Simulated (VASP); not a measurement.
Computed with PBE0 hybrid, VASP's PBE PAW potentials (set 64) (plane waves; VASP).

VASP ran on this input.

**POSCAR**
```
ZnTe
3.069060
  0.0000000000   1.0000000000   1.0000000000
  1.0000000000   0.0000000000   1.0000000000
  1.0000000000   1.0000000000   0.0000000000
Zn Te
1 1
direct
  0.5000000000   0.5000000000   0.5000000000
  0.2500000000   0.2500000000   0.2500000000
```

**INCAR**
```
ISMEAR=0   # Gaussian
EDIFF=1E-6   # SCF stop (eV)
ISYM=3
SYSTEM=ZnTe
GGA=PE
LCHARG=.FALSE.
NELM=100   # most electronic steps
LMAXMIX=4
AEXX=0.25
LASPH=.TRUE.
LWAVE=.FALSE.
HFRCUT=-1
PREC=Accurate
PRECFOCK=Fast
SIGMA=0.01   # width (eV)
LHFCALC=.TRUE.
ALGO=Normal   # blocked Davidson
ENCUT=300
LREAL=.FALSE.   # projection in real space or not
ISIF=2   # forces and stress, cell fixed
```

**KPOINTS**
```
Automatic mesh
0
Gamma
6 6 6
0 0 0
```

POTCAR, in this order: Zn Te (PBE.64 set). Program: vasp_std.

What VASP printed:

### OUTCAR
```
 ion  position               nearest neighbor table
   1  0.500  0.500  0.500-   2 2.66   2 2.66   2 2.66   2 2.66
   2  0.250  0.250  0.250-   1 2.66   1 2.66   1 2.66   1 2.66
  LATTYP: Found a face centered cubic cell.
 ALAT       =     6.1381200000
 Subroutine PRICEL returns:
 Original cell was already a primitive cell.
 Subroutine GETGRP returns: Found 24 space group operations
The static configuration has the point symmetry T_d .
The dynamic configuration has the point symmetry T_d .
 Subroutine INISYM returns: Found 24 space group operations
 Subroutine IBZKPT returns following result:
 Found     16 irreducible k-points:

 Following reciprocal coordinates:
            Coordinates               Weight
  0.000000  0.000000  0.000000      1.000000
  0.166667  0.000000  0.000000      8.000000
  0.333333  0.000000  0.000000      8.000000
  0.500000  0.000000  0.000000      4.000000
  0.166667  0.166667  0.000000      6.000000
  0.333333  0.166667  0.000000     24.000000
  0.500000  0.166667  0.000000     24.000000
 -0.333333  0.166667  0.000000     24.000000
 -0.166667  0.166667  0.000000     12.000000
  0.333333  0.333333  0.000000      6.000000
  0.500000  0.333333  0.000000     24.000000
 -0.333333  0.333333  0.000000     12.000000
  0.500000  0.500000  0.000000      3.000000
  0.500000  0.333333  0.166667     24.000000
 -0.333333  0.333333  0.166667     24.000000
 -0.333333  0.500000  0.166667     12.000000
 Subroutine IBZKPT_HF returns following result:
   k-points           NKPTS =     16   k-points in BZ     NKDIM =    216   number of bands    NBANDS=     13
   number of dos      NEDOS =    301   number of ions     NIONS =      2
   total plane-waves  NPLWV =  21952
   dimension x,y,z NGX =    28 NGY =   28 NGZ =   28
   dimension x,y,z NGXF=    56 NGYF=   56 NGZF=   56
   ions per type =               1   1
   PREC   = accura    normal or accurate (medium, high low for compatibility)
...
```

File OSZICAR:
```
       N       E                     dE             d eps       ncg     rms          rms(c)
DAV:   1    -0.154021688171E+04   -0.15402E+04   -0.66014E+03   424   0.996E+02
DAV:   2    -0.160285298956E+04   -0.62636E+02   -0.60655E+02   471   0.210E+02
DAV:   3    -0.160612669428E+04   -0.32737E+01   -0.32672E+01   526   0.505E+01
DAV:   4    -0.160620784001E+04   -0.81146E-01   -0.81136E-01   566   0.634E+00
DAV:   5    -0.699525390940E+01    0.15992E+04   -0.72336E+00   416   0.366E+01    0.154E+01
DAV:   6    -0.697230101871E+01    0.22953E-01   -0.72277E-01   525   0.790E+00    0.858E+00
DAV:   7    -0.696286988111E+01    0.94311E-02   -0.11794E-01   552   0.327E+00    0.596E+00
DAV:   8    -0.696187907021E+01    0.99081E-03   -0.16798E-02   491   0.996E-01    0.366E+00
DAV:   9    -0.696017632172E+01    0.17027E-02   -0.16418E-03   491   0.446E-01    0.222E+00
DAV:  10    -0.695937586545E+01    0.80046E-03   -0.38379E-04   484   0.147E-01    0.129E+00
DAV:  11    -0.695914697166E+01    0.22889E-03   -0.20718E-04   505   0.900E-02    0.721E-01
DAV:  12    -0.695909681449E+01    0.50157E-04   -0.74852E-05   580   0.582E-02    0.402E-01
DAV:  13    -0.695909040003E+01    0.64145E-05   -0.22377E-05   510   0.362E-02    0.231E-01
DAV:  14    -0.695909372900E+01   -0.33290E-05   -0.93572E-06   524   0.240E-02    0.133E-01
DAV:  15    -0.695909787345E+01   -0.41444E-05   -0.37869E-06   476   0.151E-02    0.785E-02
DAV:  16    -0.695910088729E+01   -0.30138E-05   -0.17116E-06   437   0.962E-03    0.468E-02
DAV:  17    -0.695910274455E+01   -0.18573E-05   -0.74096E-07   343   0.614E-03    0.282E-02
DAV:  18    -0.695910379762E+01   -0.10531E-05   -0.40918E-07   333   0.460E-03    0.173E-02
DAV:  19    -0.695910437329E+01   -0.57568E-06   -0.18608E-07   313   0.306E-03
   1 F= -.69591044E+01 E0= -.69591044E+01  d E =-.626527E-18
```

### OUTCAR
```
------------------------ aborting loop because EDIFF is reached ----------------------------------------
  FORCE on cell =-STRESS in cart. coord.  units (eV):
  Direction    XX          YY          ZZ          XY          YZ          ZX
  --------------------------------------------------------------------------------------
  Total       -0.0786193     -0.0786193     -0.0786193     -0.0000000      0.0000000      0.0000000
  in kB       -2.1786822     -2.1786822     -2.1786822     -0.0000000      0.0000000      0.0000000
  external PRESSURE =      -2.1786822 kB  Pullay stress =       0.0000000 kB
  volume of cell :       57.82
      direct lattice vectors                 reciprocal lattice vectors
     0.000000000  3.069060000  3.069060000    -0.162916333  0.162916333  0.162916333
     3.069060000  0.000000000  3.069060000     0.162916333 -0.162916333  0.162916333
     3.069060000  3.069060000  0.000000000     0.162916333  0.162916333 -0.162916333
 POSITION                                       TOTAL-FORCE (eV/Angst)
 -----------------------------------------------------------------------------------
      3.06906      3.06906      3.06906         0.000000      0.000000      0.000000
      1.53453      1.53453      1.53453        -0.000000     -0.000000     -0.000000
 -----------------------------------------------------------------------------------
    total drift:                                0.000011      0.000006      0.000010
  FREE ENERGIE OF THE ION-ELECTRON SYSTEM (eV)
  ---------------------------------------------------
  free  energy   TOTEN  =        -6.9591043733 eV

  energy  without entropy=       -6.9591043733  energy(sigma->0) =       -6.95910437

  exchange ACFDT corr.  =         0.00000000  see jH, gK, PRB 81, 115126
```
(Selected blocks of OUTCAR.)

At this cut-off the stress carries a Pulay error, which pulls relaxed volumes low.

The structure comes from a computed database's ZnTe entry; how it stands against other phases isn't given here. The cell was not relaxed at this level. The run is one of a series of settings (KPOINTS 6×6×6 Γ-centred mesh against the base run), some of them coarse on purpose.
